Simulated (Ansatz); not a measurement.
# WS2 (R3m) in Ansatz: a series of runs

The runs below take WS2 through phonons, with PBE, PBEsol.

Everything below comes from runs of Ansatz 0.2.0. Logs are shortened: lines on timing, memory, paths and dates and some standing lists are left out, and cuts for length are marked.

## 1. Starting point

Symmetry: R3m, No. 160, trigonal system. The conventional cell has a = 3.158 Å, b = 3.158 Å, c = 18.490 Å, α = 90.00°, β = 90.00°, γ = 120.00°. Around W (site symmetry 3m) lie 6 S at 2.39 to 2.42 Å. S (site symmetry 3m) is surrounded by 3 W at 2.42 Å. Around S (site symmetry 3m) lie 3 W at 2.39 Å.

Measurements of this composition are mostly on another form, of space group No. 194.

## 2. Phonons, PBE

File input.yaml:

```yaml
crystal:
  lattice:
    - [1.579, 0.9116360751, 6.1633333333]
    - [-1.579, 0.9116360751, 6.1633333333]
    - [0.0, -1.8232721501, 6.1633333333]
  atoms:
    - { symbol: W, position: [0.0, 0.0, 0.0] }
    - { symbol: S, position: [0.581, 0.581, 0.581] }
    - { symbol: S, position: [0.7503, 0.7503, 0.7503] }
kpoints:
  mp_grid: { grid: [10, 10, 10] }
scf:
  occupations: { method: fermi_dirac, width: 0.05 }
hamiltonian:
  xc: pbe
  pseudopotentials: { kind: all_electron, lapw: { basis_error: 0.002 } }
output: {}
phonons:
  method: fd
  supercell: [1, 1, 1]
```

Potentials or basis: all-electron LAPW, scalar-relativistic.

Started as:

```sh
> ansatz run input.yaml --threads 2 --pin off --max-ram 6144MiB --backend cpu --events-out ev --progress --plain --runs-dir out
```

Standard output:

```text
Warning: RAYON_NUM_THREADS=2 ignored (pool sized by the plan → 2); use --threads N
LAPW: plane waves up to 8.686 Å⁻¹, error target 2.0e-3 eV per atom; small_component_spin mean_spin; S in spheres of 0.992 Å, 14 of its electrons in bands, Dirac shells []; W in spheres of 1.327 Å, 44 of its electrons in bands, Dirac shells [] (how accurate: hamiltonian.pseudopotentials.lapw.basis_error, Limitations)
Engine: ansatz 0.2.0, x86_64-unknown-linux-gnu
Pseudopotentials: kind: all_electron
Pseudopotential: W, LAPW, valence charge 44, lapw/all_electron/scalar/gaussian/W, Koelling and Harmon's equation, gaussian nucleus
Pseudopotential: S, LAPW, valence charge 14, lapw/all_electron/scalar/gaussian/S, Koelling and Harmon's equation, gaussian nucleus
Functional definition: PBE
  parameter kappa = 0.804
  parameter beta = 0.06672455060314922
  exchange = pbe_x(kappa = kappa, mu = beta*pi^2/3)
  correlation = pbe_c(beta = beta)
Crystal: 3 atoms, lattice volume = 53.232 Å³
Basis set: ecut = 287.43478498344876 eV, 599 PW (Γ), FFT grids on a1−a3, a2−a3, a3, exchange–correlation at level 2
Bands: 44, of which v1, the nominal top of the filled ones, is band 36 counted from 1 (35 counted from 0)
Symmetry: 6 space group operations
k-points: 116 of 1000 (time reversal used)
Non-local potential: W, projectors of the file, none
Non-local potential: S, projectors of the file, none
Initial density: superposition of atomic densities (chi_scale 0.1, normalization cell, long waves kept (reshape's long-wave potential 0.08 eV rms))
Initial wavefunctions: plane waves of lowest kinetic energy (no species holds an atomic orbital)
Functional: x = pbe(κ = 0.804, μ = 0.2195149727645171), c = pbe(β = 0.06672455060314922)
iter 1 solved again at ethr=1.31e-3 eV; its pass at ethr=1.00e-1 eV (dr2=9.44e-1 eV) is discarded
SCF iter   1: F=—  HF=-460930.373018 eV  |F-HF|=—  |Δ(HF+E_count)|=         —  Δρ=3.96e-2  dr2=9.45e-1  ethr=1.31e-3  ⟨swp⟩=2.0  Hψ=32906  notcnv=0
preconditioner: auto → Resta (q_TF=auto, 2.869 Å⁻¹)  ε∞=2.9  [insulator: Δε(μ)=1.047 eV  Ē_g=21.107 eV  σ=0.050 eV  W_gap=1.00  n_scr=28 (ndim 8)  ℏωp=28.8 eV  f_vac=0.134  D(μ)=0.00/eV (n_scr^D=0)  ε∞_Penn≈2.9]
SCF iter   2: F=—  HF=-460930.076125 eV  |F-HF|=—  |Δ(HF+E_count)|=   2.97e-1  Δρ=1.86e-2  dr2=4.63e-1  ethr=1.31e-3  ⟨swp⟩=2.9  Hψ=15369  notcnv=0
SCF iter   3: F=—  HF=-460930.007423 eV  |F-HF|=—  |Δ(HF+E_count)|=   6.87e-2  Δρ=1.33e-2  dr2=1.02e-1  ethr=6.43e-4  ⟨swp⟩=3.0  Hψ=15140  notcnv=0
iter 4 solved again at ethr=1.08e-5 eV; its pass at ethr=1.42e-4 eV (dr2=7.76e-3 eV) is discarded
SCF iter   4: F=—  HF=-460929.982975 eV  |F-HF|=—  |Δ(HF+E_count)|=   2.44e-2  Δρ=3.89e-3  dr2=7.77e-3  ethr=1.08e-5  ⟨swp⟩=2.0  Hψ=25520  notcnv=0
SCF iter   5: F=—  HF=-460929.984741 eV  |F-HF|=—  |Δ(HF+E_count)|=         —  Δρ=6.65e-4  dr2=2.79e-4  ethr=1.08e-5  ⟨swp⟩=2.1  Hψ=14317  notcnv=0
the basis was enlarged: its passes take 198.6 KiB over the memory plan, 2 of 2 planned eigensolver slots
SCF iter   6: F=—  HF=-460929.985087 eV  |F-HF|=—  |Δ(HF+E_count)|=   3.46e-4  Δρ=2.91e-4  dr2=1.46e-4  ethr=3.88e-7  ⟨swp⟩=3.0  Hψ=15212  notcnv=0
SCF iter   7: F=—  HF=-460929.985081 eV  |F-HF|=—  |Δ(HF+E_count)|=   5.29e-6  Δρ=9.08e-5  dr2=5.25e-6  ethr=2.03e-7  ⟨swp⟩=3.0  Hψ=14592  notcnv=0
SCF iter   8: F=—  HF=-460929.985093 eV  |F-HF|=—  |Δ(HF+E_count)|=   1.14e-5  Δρ=2.88e-5  dr2=5.14e-7  ethr=7.29e-9  ⟨swp⟩=3.0  Hψ=15176  notcnv=0
SCF iter   9: F=—  HF=-460929.985094 eV  |F-HF|=—  |Δ(HF+E_count)|=   1.00e-6  Δρ=1.03e-5  dr2=9.52e-8  ethr=7.15e-10  ⟨swp⟩=3.0  Hψ=15205  notcnv=0
SCF iter  10: F=—  HF=-460929.985094 eV  |F-HF|=—  |Δ(HF+E_count)|=   5.24e-8  Δρ=5.77e-6  dr2=1.92e-8  ethr=1.32e-10  ⟨swp⟩=3.0  Hψ=14879  notcnv=0
SCF iter  11: F=—  HF=-460929.985094 eV  |F-HF|=—  |Δ(HF+E_count)|=   6.11e-8  Δρ=1.75e-6  dr2=1.72e-9  ethr=2.67e-11  ⟨swp⟩=3.0  Hψ=15219  notcnv=0
SCF iter  12: F=-460929.985094 eV  HF=-460929.985094 eV  |F-HF|=3.49e-10  |Δ(HF+E_count)|=   4.83e-9  Δρ=4.59e-7  dr2=1.26e-10  ethr=1.17e-11 (applied; sched 2.39e-12)  ⟨swp⟩=3.0  Hψ=14894  notcnv=0
SCF 1 converged in 12 iterations: F = -460929.985094 eV  dr2 = 1.26e-10
Symmetry: 2 space group operations
k-points: 282 of 1000 (time reversal used)
Initial density: handed on by an earlier stage of this run
Initial wavefunctions: plane waves of lowest kinetic energy (no species holds an atomic orbital; no wavefunctions were taken with the density)
iter 1 solved again at ethr=1.47e-6 eV; its pass at ethr=1.00e-1 eV (dr2=1.06e-3 eV) is discarded
SCF iter   1: F=—  HF=-460929.980532 eV  |F-HF|=—  |Δ(HF+E_count)|=         —  Δρ=8.36e-4  dr2=1.04e-3  ethr=1.47e-6  ⟨swp⟩=4.0  Hψ=92974  notcnv=0
preconditioner: auto → Resta (q_TF=auto, 2.869 Å⁻¹)  ε∞=2.8  [insulator: Δε(μ)=1.059 eV  Ē_g=21.429 eV  σ=0.050 eV  W_gap=1.00  n_scr=28 (ndim 8)  ℏωp=28.8 eV  f_vac=0.162  D(μ)=0.00/eV (n_scr^D=0)  ε∞_Penn≈2.8]
iter 2 solved again at ethr=7.88e-8 eV; its pass at ethr=1.45e-6 eV (dr2=5.68e-5 eV) is discarded
SCF iter   2: F=—  HF=-460929.980308 eV  |F-HF|=—  |Δ(HF+E_count)|=   2.25e-4  Δρ=3.49e-4  dr2=5.65e-5  ethr=7.88e-8  ⟨swp⟩=2.0  Hψ=60212  notcnv=0
SCF iter   3: F=—  HF=-460929.980294 eV  |F-HF|=—  |Δ(HF+E_count)|=   1.40e-5  Δρ=1.82e-4  dr2=1.70e-5  ethr=7.85e-8  ⟨swp⟩=2.0  Hψ=34686  notcnv=0
SCF iter   4: F=—  HF=-460929.980292 eV  |F-HF|=—  |Δ(HF+E_count)|=   1.96e-6  Δρ=6.62e-5  dr2=6.34e-6  ethr=2.37e-8  ⟨swp⟩=2.4  Hψ=34798  notcnv=0
SCF iter   5: F=—  HF=-460929.980290 eV  |F-HF|=—  |Δ(HF+E_count)|=   1.55e-6  Δρ=2.16e-5  dr2=2.82e-7  ethr=8.81e-9  ⟨swp⟩=2.0  Hψ=34686  notcnv=0
SCF iter   6: F=—  HF=-460929.980290 eV  |F-HF|=—  |Δ(HF+E_count)|=   2.28e-8  Δρ=4.93e-6  dr2=1.28e-8  ethr=3.92e-10  ⟨swp⟩=2.0  Hψ=34691  notcnv=0
SCF iter   7: F=—  HF=-460929.980290 eV  |F-HF|=—  |Δ(HF+E_count)|=   5.70e-9  Δρ=1.60e-6  dr2=1.46e-9  ethr=1.78e-11  ⟨swp⟩=3.0  Hψ=35935  notcnv=0
SCF iter   8: F=-460929.980290 eV  HF=-460929.980290 eV  |F-HF|=2.91e-10  |Δ(HF+E_count)|=   2.27e-9  Δρ=7.69e-7  dr2=3.57e-10  ethr=1.10e-11 (applied; sched 2.03e-12)  ⟨swp⟩=2.0  Hψ=34686  notcnv=0
SCF 2 converged in 8 iterations: F = -460929.980290 eV  dr2 = 3.57e-10
iter 1 solved again at ethr=1.47e-6 eV; its pass at ethr=1.00e-1 eV (dr2=1.06e-3 eV) is discarded
SCF iter   1: F=—  HF=-460929.987579 eV  |F-HF|=—  |Δ(HF+E_count)|=         —  Δρ=8.38e-4  dr2=1.05e-3  ethr=1.47e-6  ⟨swp⟩=4.0  Hψ=92969  notcnv=0
preconditioner: auto → Resta (q_TF=auto, 2.869 Å⁻¹)  ε∞=2.8  [insulator: Δε(μ)=1.061 eV  Ē_g=21.429 eV  σ=0.050 eV  W_gap=1.00  n_scr=28 (ndim 8)  ℏωp=28.8 eV  f_vac=0.163  D(μ)=0.00/eV (n_scr^D=0)  ε∞_Penn≈2.8]
iter 2 solved again at ethr=7.78e-8 eV; its pass at ethr=1.45e-6 eV (dr2=5.60e-5 eV) is discarded
SCF iter   2: F=—  HF=-460929.987353 eV  |F-HF|=—  |Δ(HF+E_count)|=   2.26e-4  Δρ=3.49e-4  dr2=5.57e-5  ethr=7.78e-8  ⟨swp⟩=2.0  Hψ=60215  notcnv=0
[... 40 lines left out ...]
SCF iter   7: F=—  HF=-460929.987358 eV  |F-HF|=—  |Δ(HF+E_count)|=   4.60e-9  Δρ=1.84e-6  dr2=1.87e-9  ethr=1.30e-11  ⟨swp⟩=3.0  Hψ=35178  notcnv=0
SCF iter   8: F=-460929.987358 eV  HF=-460929.987358 eV  |F-HF|=1.16e-10  |Δ(HF+E_count)|=  9.90e-10  Δρ=6.01e-7  dr2=1.88e-10  ethr=1.10e-11 (applied; sched 2.59e-12)  ⟨swp⟩=2.0  Hψ=34686  notcnv=0
SCF 6 converged in 8 iterations: F = -460929.987358 eV  dr2 = 1.88e-10
iter 1 solved again at ethr=4.67e-7 eV; its pass at ethr=1.00e-1 eV (dr2=3.36e-4 eV) is discarded
SCF iter   1: F=—  HF=-460929.981536 eV  |F-HF|=—  |Δ(HF+E_count)|=         —  Δρ=6.08e-4  dr2=3.46e-4  ethr=4.67e-7  ⟨swp⟩=4.2  Hψ=98231  notcnv=0
preconditioner: auto → Resta (q_TF=auto, 2.869 Å⁻¹)  ε∞=2.8  [insulator: Δε(μ)=1.065 eV  Ē_g=21.438 eV  σ=0.050 eV  W_gap=1.00  n_scr=28 (ndim 8)  ℏωp=28.8 eV  f_vac=0.163  D(μ)=0.00/eV (n_scr^D=0)  ε∞_Penn≈2.8]
SCF iter   2: F=—  HF=-460929.981453 eV  |F-HF|=—  |Δ(HF+E_count)|=   8.29e-5  Δρ=2.94e-4  dr2=5.55e-5  ethr=4.67e-7  ⟨swp⟩=2.0  Hψ=34700  notcnv=0
SCF iter   3: F=—  HF=-460929.981441 eV  |F-HF|=—  |Δ(HF+E_count)|=   1.17e-5  Δρ=1.65e-4  dr2=2.18e-5  ethr=7.71e-8  ⟨swp⟩=2.0  Hψ=34686  notcnv=0
iter 4 solved again at ethr=2.86e-9 eV; its pass at ethr=3.02e-8 eV (dr2=2.06e-6 eV) is discarded
SCF iter   4: F=—  HF=-460929.981437 eV  |F-HF|=—  |Δ(HF+E_count)|=   4.94e-6  Δρ=5.55e-5  dr2=2.05e-6  ethr=2.86e-9  ⟨swp⟩=2.0  Hψ=59784  notcnv=0
SCF iter   5: F=—  HF=-460929.981436 eV  |F-HF|=—  |Δ(HF+E_count)|=   3.99e-7  Δρ=2.02e-5  dr2=1.84e-7  ethr=2.85e-9  ⟨swp⟩=2.0  Hψ=34686  notcnv=0
SCF iter   6: F=—  HF=-460929.981436 eV  |F-HF|=—  |Δ(HF+E_count)|=   2.65e-8  Δρ=4.41e-6  dr2=9.22e-9  ethr=2.56e-10  ⟨swp⟩=2.0  Hψ=34700  notcnv=0
SCF iter   7: F=—  HF=-460929.981436 eV  |F-HF|=—  |Δ(HF+E_count)|=  6.40e-10  Δρ=1.85e-6  dr2=1.88e-9  ethr=1.28e-11  ⟨swp⟩=3.0  Hψ=35166  notcnv=0
SCF iter   8: F=-460929.981436 eV  HF=-460929.981436 eV  |F-HF|=4.66e-10  |Δ(HF+E_count)|=   2.04e-9  Δρ=6.00e-7  dr2=1.87e-10  ethr=1.10e-11 (applied; sched 2.60e-12)  ⟨swp⟩=2.0  Hψ=34686  notcnv=0
SCF 7 converged in 8 iterations: F = -460929.981436 eV  dr2 = 1.87e-10
SCF converged after 12 iterations
Free energy (F): -460929.985094 eV
Harris-Foulkes:  -460929.985094 eV  (|F-HF|=3.49e-10)
Internal energy: -460929.985094 eV  (E = F + TS)
E sigma→0 (E₀):  -460929.985094 eV
Entropy (-TS):   -0.000000 eV (-0.000 meV/atom)
Fermi energy:    14.827074 eV
--- Per-component energies (eV) ---
  E_band       = -7346.337861
  E_kinetic    = 513709.252646
  E_xc         = -10230.683095
  E_electrostatic = -964408.554645  (all electrons and nuclei)
  E_smearing   = -0.000000  (= −TS)
  E_closure    = 0.000000  (closes the sum)
  E_atoms      = -460907.953505  (free atoms, spherical and without spin; not in F)
  Σ components = -460929.985094   (vs F -460929.985094, Δ=0.00e0)
  Basis errors (estimates in eV, not in F): energy 9.1e-4 per atom: plane waves 8.2e-4 (4.8e-4 summed), levels above the bands 3.7e-80, relativity 5.3e-8, radial functions 8.8e-5, core shells 6.9e-8; eigenvalues (radial functions only) 1.3e-6; not estimated: angular momenta, meshes, grids; target (lapw.basis_error) 2.0e-3; muffin-tin radii S 0.992 Å, W 1.327 Å
--- Forces (eV/Å), atoms counted from 1 ---
  atom   1  W      0.00000000    -0.00000000    -0.61024825
  atom   2  S      0.00000000     0.00000000     0.09824751
  atom   3  S      0.00000000     0.00000000     0.51200051
  max |Σ_I F_I| component: 2.39e-7 eV/Å
--- Band table (eV; the first three rows and the last of 116) ---
  k-point 0: bands = ["-404.2691", "-404.2671", "-404.2671", "-219.3330", "-219.3330", "-219.3226", "-219.3226", "-219.3124", "-191.7469", "-191.7446", "-136.5347", "-136.5347", "-136.5328", "-136.5328", "-136.4962", "-136.4884", "-60.2285", "-24.5394", "-24.3598", "-24.3598", "-14.5065", "-14.5065", "-14.4995", "-14.4851", "-14.4851", "-14.4824", "-14.4802", "-1.3341", "0.6591", "6.6775", "10.7961", "10.7961", "12.0455", "12.0455", "12.7613", "13.1405", "16.5284", "16.5284", "16.8717", "16.8717", "19.0384", "22.1116", "22.8229", "24.2377"]
  k-point 1: bands = ["-404.2691", "-404.2671", "-404.2671", "-219.3330", "-219.3330", "-219.3226", "-219.3226", "-219.3124", "-191.7469", "-191.7446", "-136.5347", "-136.5347", "-136.5328", "-136.5328", "-136.4962", "-136.4884", "-60.2267", "-24.5329", "-24.3954", "-24.3681", "-14.5066", "-14.5060", "-14.4984", "-14.4858", "-14.4853", "-14.4819", "-14.4814", "-1.1628", "0.7081", "6.8876", "10.3741", "10.9614", "11.4392", "11.7856", "12.8736", "13.2173", "16.3030", "16.5811", "16.6536", "16.9076", "19.7885", "22.6869", "22.9048", "24.1268"]
  k-point 2: bands = ["-404.2691", "-404.2671", "-404.2671", "-219.3330", "-219.3330", "-219.3226", "-219.3226", "-219.3124", "-191.7469", "-191.7446", "-136.5347", "-136.5347", "-136.5328", "-136.5328", "-136.4962", "-136.4884", "-60.2220", "-24.5160", "-24.4876", "-24.3896", "-14.5070", "-14.5046", "-14.4956", "-14.4875", "-14.4866", "-14.4838", "-14.4805", "-0.6848", "0.8450", "7.4236", "9.4863", "10.4672", "11.1855", "11.4497", "12.6400", "12.9910", "15.7317", "16.4371", "16.9106", "17.4645", "20.9530", "22.7106", "23.2578", "24.0569"]
  k-point 115: bands = ["-404.2691", "-404.2671", "-404.2671", "-219.3330", "-219.3330", "-219.3226", "-219.3226", "-219.3124", "-191.7469", "-191.7446", "-136.5347", "-136.5347", "-136.5328", "-136.5328", "-136.4962", "-136.4884", "-60.2285", "-24.5394", "-24.3598", "-24.3598", "-14.5065", "-14.5065", "-14.4995", "-14.4851", "-14.4851", "-14.4824", "-14.4802", "-1.1109", "0.2320", "7.7073", "10.4969", "10.7804", "10.7804", "12.0783", "12.0783", "14.3439", "16.6390", "16.6390", "16.7159", "16.7159", "19.2512", "22.5770", "24.0229", "24.0229"]
--- Phonons: 6 displaced members + reference (amplitude 0.01 Å, Σ member SCF iterations 48) ---
  symmetry images taken by strict's conditions (phonons.symmetry_images: auto; settled by no image being taken that strict refuses)
  ASR residual: 8.124e-4 → 0.000e0 eV/Å²; symmetrization residual: 8.249e-4 eV/Å²
  largest component of a force at the reference: 6.1e-1 eV/Å
  ASR residual per site (eV/Å²): 8.12e-4 5.18e-4 3.07e-4
  Γ frequencies (cm⁻¹): 0.00 0.00 0.00 296.46 296.46 354.59 354.59 417.85 439.31
  density of states and harmonic sums: on the 23×23×23 q-mesh, interpolated from the force constants of a 1×1×1 supercell (no non-analytic term)
  largest difference from the sums on the solved wave vectors: F 4.43e-1 eV, S 7.01e-4 and C_V 2.58e-4 eV/K
  zero-point energy: 0.155022 eV/cell   skipped modes (ω ≤ 0): 36, of them read as no rigid motion or as one in doubt: 33 (5.425e-3 modes/cell left out, lowest 0.00 cm⁻¹)   left out of the sums: 6.30e-4 of the cell's modes: C_V's classical limit lies that fraction below 3 k_B per atom; for a crystal, a wire or a layer, F and S can be off by more, and a phonons.interpolated_qmesh denser along its periods is the remedy for the sampling
```

It took 27 min on 2 threads of Intel Xeon at 2.50GHz (Skylake/Cascade Lake), shared host; peak memory 1.3 GiB.

What came out:

- Free energy: -460929.9851 eV
- Largest force: 0.610 eV/Å
- Band gap on the k mesh: 1.07 eV, indirect (least direct gap 2.24 eV)
- Highest phonon frequency at Γ, LO-TO splitting left out: 439 cm⁻¹

Forces in eV/Å, atoms in the order of the input:
```
W    0.000  0.000 -0.610
S    0.000  0.000  0.098
S    0.000  0.000  0.512
```

Phonon frequencies in cm⁻¹ (negative: imaginary):
| q point | frequencies |
| --- | --- |
| (0.000, 0.000, 0.000) | 0 0 0 296 296 355 355 418 439 |

Caveat: spin-orbit coupling is left out, which moves the levels of the heavy elements. Expect the measured gap to be larger: semilocal functionals such as PBE lack the derivative discontinuity.

(Part 1 of 2 ends here.)
